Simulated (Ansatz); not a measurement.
The system is PbS.

```
CELL_PARAMETERS angstrom
4.08970 0.00000 0.00000
-2.04485 3.54178 0.00000
0.00000 0.00000 3.78817
ATOMIC_POSITIONS crystal
Pb 0.00000 0.00000 0.00000
S 0.66667 0.33333 0.50000
```

Measurements of this composition are mostly on another form, of space group No. 225.

| Property | Result |
| --- | --- |
| Program | Ansatz 0.2.0 |
| Task | relaxation of cell and atoms |
| Functional | HSE06 |
| Potentials or basis | Ansatz PAW |
| Cutoff | 420 eV (not typed: the program's choice for these potentials) |
| k mesh | 4 × 4 × 4 |
| Occupations | fermi-dirac, width 0.05 eV |
| Spin | no spin polarisation |

At the start: volume 27.44 Å³/atom.

How do energy, volume and symmetry change on relaxing?

It ends after 5 steps and the volume is 26.82 Å³/atom (-2.2 %); space group P-6m2 (No. 187, to 0.05 Å).

The path:
| step | energy change (eV) | largest force (eV/Å) | volume (Å³) |
| --- | --- | --- | --- |
| 1 | 0.0000 | 0.0000 | 54.87 |
| 2 | -0.0039 | 0.0000 | 53.17 |
| 3 | -0.0046 | 0.0000 | 53.65 |
| 4 | -0.0046 | 0.0000 | 53.64 |
| 5 | -0.0045 | 0.0000 | 53.64 |

Final structure:
```cif
data_structure
_symmetry_space_group_name_H-M 'P 1'
_symmetry_Int_Tables_number 1
_cell_length_a 4.0470
_cell_length_b 4.0470
_cell_length_c 3.7820
_cell_angle_alpha 90.000
_cell_angle_beta 90.000
_cell_angle_gamma 120.000
_cell_volume 53.64
loop_
_atom_site_label
_atom_site_type_symbol
_atom_site_fract_x
_atom_site_fract_y
_atom_site_fract_z
_atom_site_occupancy
Pb1 Pb 0.00000 0.00000 0.00000 1
S1 S 0.66667 0.33333 0.50000 1
```

Caveat: the k mesh is coarse (spacing up to 0.44 Å⁻¹), so the values aren't converged, least of all with exact exchange; the plane-wave basis is chosen anew once the cell has moved, so the energies of steps on either side of that aren't comparable; the PAW data sets come from PBE, with cores solved anew for the run's functional, which leaves a small shift of forces and pressure.
